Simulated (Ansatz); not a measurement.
# TiSi2 under changes of volume

One of the cells (14.179 Å³/atom); the others are scaled copies at fixed shape and fractional positions:

```xyz
6
Lattice="1.7651 -6.7593 0.0000 1.7651 6.7593 0.0000 0.0000 0.0000 3.5652" Properties=species:S:1:pos:R:3 pbc="T T T"
Ti    1.7651    5.3653    0.8913
Ti    1.7651   -5.3653    2.6739
Si    1.7651   -3.3839    0.8913
Si    1.7651    3.3839    2.6739
Si    1.7651    0.7875    0.8913
Si    1.7651   -0.7875    2.6739
```

The cell comes from a database or a generator and needn't be the stable form of this composition.

- Program: Ansatz 0.2.0
- Functional: PBEsol
- Potentials or basis: all-electron LAPW, scalar-relativistic
- Cutoff: 231 eV (chosen from the basis error)
- Basis error allowed: 0.001 eV/atom
- k mesh: 8 × 8 × 8
- Occupations: fermi-dirac, width 0.05 eV
- Spin: no spin polarisation

```tsv
volume (Å³/atom)	energy over the lowest point (meV/atom)	pressure (GPa)	largest force (eV/Å)
13.328	?	?	?
13.611	4.15	4.0	0.353
13.895	0.00	0.8	0.273
14.179	1.35	-2.2	0.201
14.462	7.63	-4.8	0.136
14.746	18.37	-7.2	0.093
15.029	33.09	-9.3	0.136
```

Problem. What does the run at 13.328 Å³/atom give?

Solution. Energy over the lowest point 14.39 meV/atom; pressure 7.7 GPa; largest force 0.442 eV/Å.

Worked out: A Birch-Murnaghan fit of order 3 (a polynomial in V^(-2/3)) to the other rows has its minimum at 13.96 Å³/atom with B0 = V·E''(V) = 149 GPa and B' = 4.2 at fixed shape and positions, which overstates the stiffness. It gives 14.36 meV/atom at 13.328 Å³/atom, against the run's 14.39, and -dE/dV = 7.6 GPa, against 7.7.

Energies are extrapolated to zero smearing.
